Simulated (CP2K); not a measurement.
Runs of CP2K 2026.2 on CdF2. The structure is cubic, space group Fm-3m (No. 225). Conventional cell: a = 5.388 Å, b = 5.388 Å, c = 5.388 Å, α = 90.00°, β = 90.00°, γ = 90.00°. Cd (site symmetry m-3m) is surrounded by 8 F at 2.33 Å. F (site symmetry -43m) is surrounded by 4 Cd at 2.33 Å. 

| level | potentials or basis | smearing | EPS_DEFAULT | NGRIDS | points a segment of the path (NPOINTS) | bands added on the path | CUTOFF of the grids | gap on the mesh (eV) | pressure (GPa) |
| --- | --- | --- | --- | --- | --- | --- | --- | --- | --- |
| SCAN | POTENTIAL_UZH Cd GTH-SCAN-q12, F GTH-SCAN-q7; TZVP-MOLOPT-SCAN-GTH basis | fermi-dirac 0.01 eV | 1.0E-10 | 5 | 10 | 6 | 1100 Ry | 3.67 | 1.3 |
| LDA | GTH_POTENTIALS Cd GTH-PADE-q12, F GTH-PADE-q7; TZVP-MOLOPT-PBE-GTH basis | fermi-dirac 0.01 eV | 1.0E-10 | 4 | 6 | 4 | 750 Ry | (a) | -4.3 |
| TB-mBJ | POTENTIAL_UZH Cd GTH-PBE-q12, F GTH-PBE-q7; TZVP-MOLOPT-PBE-GTH basis | fermi-dirac 0.05 eV | 1.0E-9 | 4 | 8 | 6 | 1100 Ry | (b) | - |
| r2SCAN | POTENTIAL_UZH Cd GTH-SCAN-q12, F GTH-SCAN-q7; TZVP-MOLOPT-SCAN-GTH basis | fermi-dirac 0.01 eV | 1.0E-9 | 5 | 8 | 6 | 1100 Ry | (c) | 1.7 |
| TASK | POTENTIAL_UZH Cd GTH-SCAN-q12, F GTH-SCAN-q7; TZVP-MOLOPT-SCAN-GTH basis | fermi-dirac 0.05 eV | 1.0E-9 | 4 | 8 | 6 | 1100 Ry | 4.65 | 11.9 |

Alike in all rows: task band structure; no spin polarisation; cell as given; k mesh 9 × 9 × 9.

**Question.** Estimate the missing entries.

**Answer.** (a) 2.79; (b) 2.60; (c) 3.71.

Caveats: the basis of atomic orbitals isn't converged, which shifts pressures, moduli and gaps; the potentials were made for another functional, which shifts forces and pressure (some runs); this is a model potential without an energy functional, so only levels have meaning (some runs).

A k mesh can miss the band edges, and the runs leave out spin-orbit coupling on Cd.
